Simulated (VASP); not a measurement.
BaTiO3:

```
Ba Ti O
1.0
     3.99980    0.00000    0.00000
     0.00000    3.99980    0.00000
     0.00000    0.00000    4.01800
Ba Ti O
1 1 3
Direct
  0.00000 0.00000 0.00000
  0.50000 0.50000 0.49000
  0.50000 0.50000 0.01900
  0.50000 0.00000 0.51700
  0.00000 0.50000 0.51700
```

```yaml
Program: VASP 6.6.1
Task: relaxation of cell and atoms
Functional: PBE
Potentials_or_basis: VASP PAW PBE potentials, release 64 (Ba_sv, Ti_sv, O)
Cutoff: 600 eV
k_mesh: 8 × 8 × 8
Occupations: gaussian, width 0.03 eV
Spin: no spin polarisation
```

At the start: pressure 4.1 GPa; volume 12.86 Å³/atom.

Question: Where does the relaxation end?

Answer: Over 20 steps the energy falls by 11.3 meV/atom and the volume is 13.49 Å³/atom (+5.0 %); space group P4mm (No. 99, to 0.05 Å).

Step by step:
| step | energy change (eV) | largest force (eV/Å) | pressure (GPa) | volume (Å³) |
| --- | --- | --- | --- | --- |
| 1 | 0.0000 | 0.2772 | 4.06 | 64.28 |
| 2 | -0.0132 | 0.4553 | -3.17 | 67.36 |
| 3 | -0.0242 | 0.3758 | -0.43 | 66.09 |
| 4 | -0.0337 | 0.2276 | -0.16 | 66.19 |
| 5 | -0.0399 | 0.1473 | 0.49 | 66.37 |
| 6 | -0.0452 | 0.1456 | 0.15 | 66.73 |
| 7 | -0.0481 | 0.1981 | -0.48 | 67.67 |
| 8 | -0.0487 | 0.1743 | -0.37 | 67.41 |
| 9 | -0.0528 | 0.1364 | -0.09 | 67.19 |
| 10 | -0.0531 | 0.1214 | 0.01 | 67.11 |
| 11 | -0.0549 | 0.0851 | 0.37 | 67.02 |
| 12 | -0.0552 | 0.0657 | 0.56 | 66.97 |
| 13 | -0.0558 | 0.0749 | -0.31 | 67.38 |
| 14 | -0.0560 | 0.0514 | -0.05 | 67.26 |
| 15 | -0.0562 | 0.0327 | -0.02 | 67.27 |
| 16 | -0.0563 | 0.0356 | 0.01 | 67.29 |
| 17 | -0.0564 | 0.0143 | 0.07 | 67.31 |
| 18 | -0.0564 | 0.0345 | 0.15 | 67.34 |
| 19 | -0.0565 | 0.0278 | 0.13 | 67.37 |
| 20 | -0.0565 | 0.0094 | -0.03 | 67.46 |

Final structure:
```cif
data_structure
_symmetry_space_group_name_H-M 'P 1'
_symmetry_Int_Tables_number 1
_cell_length_a 3.9962
_cell_length_b 3.9962
_cell_length_c 4.2245
_cell_angle_alpha 90.000
_cell_angle_beta 90.000
_cell_angle_gamma 90.000
_cell_volume 67.46
loop_
_atom_site_label
_atom_site_type_symbol
_atom_site_fract_x
_atom_site_fract_y
_atom_site_fract_z
_atom_site_occupancy
Ba1 Ba 0.00000 0.00000 0.99076 1
Ti1 Ti 0.50000 0.50000 0.47155 1
O1 O 0.50000 0.50000 0.04188 1
O2 O 0.50000 0.00000 0.51940 1
O3 O 0.00000 0.50000 0.51940 1
```
